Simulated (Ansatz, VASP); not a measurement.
Ir in VASP and in Ansatz

Contents of INCAR:

```
SYSTEM = Ir
PREC = Accurate
ENCUT = 600
EDIFF = 1E-6
ISMEAR = -1
SIGMA = 0.05
LREAL = .FALSE.
LASPH = .TRUE.
NELM = 80
ALGO = Normal
ISIF = 3
LWAVE = .FALSE.
LCHARG = .FALSE.
GGA = B5
ALDAX = 1.0
AGGAX = 1.0
AGGAC = 1.0
ALDAC = 0.0
IBRION = 2
NSW = 80
EDIFFG = -0.01
```

Contents of KPOINTS:

```
regular mesh
0
G
  12 12 12
  0 0 0
```

File POSCAR:

```
Ir
1.0
    0.0000000000      1.9156000000      1.9156000000
    1.9156000000      0.0000000000      1.9156000000
    1.9156000000      1.9156000000      0.0000000000
Ir
1
Direct
    0.0000000000      0.0000000000      0.0000000000
```

File input.yaml:

```yaml
crystal:
  lattice:
    - [0.0, 1.9156, 1.9156]
    - [1.9156, 0.0, 1.9156]
    - [1.9156, 1.9156, 0.0]
  atoms:
    - { symbol: Ir, position: [0.0, 0.0, 0.0] }
kpoints:
  mp_grid: { grid: [12, 12, 12] }
scf:
  occupations: { method: fermi_dirac, width: 0.05 }
hamiltonian:
  xc: blyp
  pseudopotentials: { kind: all_electron, lapw: { basis_error: 0.001 } }
output:
  forces: true
  stress: true
relax:
  f_tol: 0.01
  max_steps: 60
  cell: {}
```

Alike in both runs: task relaxation of cell and atoms; functional BLYP; k mesh 12 × 12 × 12; occupations fermi-dirac, width 0.05 eV; no spin polarisation.

|  | VASP | Ansatz |
| --- | --- | --- |
| version | VASP 6.6.1 | Ansatz 0.2.0 |
| potentials or method | VASP PAW PBE potentials, release 64 (Ir) | all-electron LAPW, scalar-relativistic |
| plane-wave cutoff (eV) | 600 | see its input |

VASP gave:

| Quantity | Value |
| --- | --- |
| relaxed volume (Å³/atom) | 15.35 |
| relaxed cell length with the largest relative difference (Å) | 2.789 |
| energy change over the relaxation (meV/atom) | -119 |

**Question.** What did Ansatz give for the same quantities?

**Answer.** Relaxed volume (Å³/atom): 15.22; relaxed cell length with the largest relative difference (Å): 2.782; energy change over the relaxation (meV/atom): -96.

Ansatz ran all-electron here, so the differences hold the error of VASP's frozen core and of both bases.

Caveats: the PAW data sets were made with another functional, which shifts forces and pressure a little (VASP). BLYP gives volumes clearly too large for solids. Spin-orbit coupling is left out, which matters for the levels of Ir.
